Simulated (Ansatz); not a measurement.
# Si: the cost of one run

Program: Ansatz 0.2.0. Level of theory: DFT PBE, scalar-relativistic, plane waves, PAW. These are calculated values, not measurements.

1 further run of the same task is left out (set aside as unsound or not needed).

## 1. Starting point

The structure is cubic, space group F-43m (No. 216). Conventional cell: a = 5.728 Å, b = 5.728 Å, c = 5.728 Å, α = 90.00°, β = 90.00°, γ = 90.00°. Al (site symmetry -43m) is surrounded by 4 As at 2.48 Å. As (site symmetry -43m) has 4 Al at 2.48 Å as nearest neighbours.

Structure file:

```
Al As
1.0
     0.00000    2.86381    2.86381
     2.86381    0.00000    2.86381
     2.86381    2.86381    0.00000
Al As
1 1
Direct
  0.00000 0.00000 0.00000
  0.75000 0.75000 0.75000
```

This cell was relaxed beforehand with the same method: volume 23.49 Å³/atom, gap on the mesh 1.50 eV.

## 2. The film's bulk on the base's lattice

The (111) plane of Si is fitted to the (111) plane of AlAs, a strain of +4.7 % along x and +4.7 % along y; the third vector and the atoms relax.

input.yaml

```yaml
crystal:
  lattice:
    - [4.0500342343, 0.0, 0.0]
    - [-2.0250171172, 3.5074325331, 0.0]
    - [2.0250171172, -1.1691441777, 2.9881453266]
  atoms:
    - { symbol: Si, position: [0.0, 0.0, 0.0] }
    - { symbol: Si, position: [0.75, 0.25, 0.75] }
basis:
  ecutwfc: 420
kpoints:
  mp_grid: { grid: [9, 9, 9] }
hamiltonian:
  xc: pbe
scf:
  occupations: { method: gaussian, width: 0.02 }
output:
  forces: true
  stress: true
  eigenvalues: true
relax:
  adjacent_minimum: "off"
  f_tol: 0.01
  max_steps: 50
  cell: { fix: [a, b, gamma], stress_tol: 0.1 }
```

Run with:

```bash
$ ansatz run input.yaml --threads 1 --pin off --max-ram 2560MiB --backend cpu --events-out ev --progress --plain --runs-dir out
```

**Question.** How long does this run take on 1 thread of Intel Xeon at 2.50GHz (Skylake/Cascade Lake), shared host, and how much memory does it need?

About 32 s, with a peak of 0.36 GiB.
